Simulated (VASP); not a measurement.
A run of VASP 6.6.1:

File INCAR:

```
  PREC = Accurate
  ENCUT = 520
  EDIFF = 1E-6
  ISMEAR = 0
  SIGMA = 0.05
  LREAL = F
  LASPH = T
  NELM = 80
  ALGO = Normal
  ISIF = 2
  LWAVE = F
  LCHARG = F
  ISPIN = 2
  MAGMOM = 0.79 0 0
  LORBIT = 11
  LMAXMIX = 4
  LDAU = T
  LDAUTYPE = 2
  LDAUL = 2 -1
  LDAUU = 3 0
  LDAUJ = 0 0
  LDAUPRINT = 1
  GGA = PE
  NBANDS = 24
```

Contents of KPOINTS:

```
regular mesh
0
Gamma
  6 6 4
```

File POSCAR:

```
MoS2
1.0
    3.1479925200     -1.9297820300      0.0000000000
    3.1479925200      1.9297820300      0.0000000000
   -0.0030992400      0.0000000000      4.4393295900
Mo S
1 2
Direct
    0.0000000000      0.0000000000      0.0000000000
    0.6879000000      0.6879000000      0.2889000000
    0.3121000000      0.3121000000      0.7111000000
```

Potentials or basis: VASP PAW PBE potentials, release 64 (Mo_sv, S).

The run is started by

```sh
$ cat potpaw_PBE.64/Mo_sv/POTCAR potpaw_PBE.64/S/POTCAR > POTCAR
$ mpirun -np 1 vasp_std > vasp.out
```

Hardware: 1 thread of AMD EPYC 7R43 64-Core Processor (Zen 3) (shared host).

Estimate the wall time of this run.

It took 4.3 min on 1 thread of AMD EPYC 7R43 64-Core Processor (Zen 3) (shared host), peak memory 0.21 GiB. Counts: scf iterations 18, k points 47.
